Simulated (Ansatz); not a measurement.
## Stiffness of SiC from strained cells

```
CELL_PARAMETERS angstrom
0.00000 2.17400 2.17400
2.17400 0.00000 2.17400
2.17400 2.17400 0.00000
ATOMIC_POSITIONS crystal
Si 0.00000 0.00000 0.00000
C 0.75000 0.75000 0.75000
```

Atoms are numbered in the order listed.

The cell is COD entry 1010995, as deposited and not checked against the literature; nothing was relaxed. It is an old determination, and later ones may differ.

Level of theory: DFT, PBE, all-electron LAPW, scalar-relativistic in Ansatz 0.2.0.

Sampling and basis: a Γ-centred 16×16×16 k mesh, Fermi–Dirac smearing of 0.05 eV, basis error target 0.25 meV/atom, no spin polarisation.

The unstrained cell is at 4.85 GPa. Large strains and very small stresses are left out. Each strain is applied once, with fractional coordinates held (clamped ions), and σ below is the change of stress, positive in tension. One finite strain gives stress–strain coefficients at this pressure with an error of the order of the strain times third-order constants, a few per cent for each per cent of strain.

Task: With x and y strained by -2 %, z held, the run gives σxx = -11.86 GPa, σzz = -6.41 GPa and εxx = εyy = -0.0200. Which stiffness follows?

Result: C12 = σzz/(2εxx) = 160 GPa and C11 + C12 = σxx/εxx = 593 GPa.

Task: What do those two numbers (x and y strained by -2 %, z held) give for C11, and is the cell stable to tetragonal shear?

Result: C11 = 593 − 160 = 433 GPa and C11 − C12 = 273 GPa: positive, so stable to it.
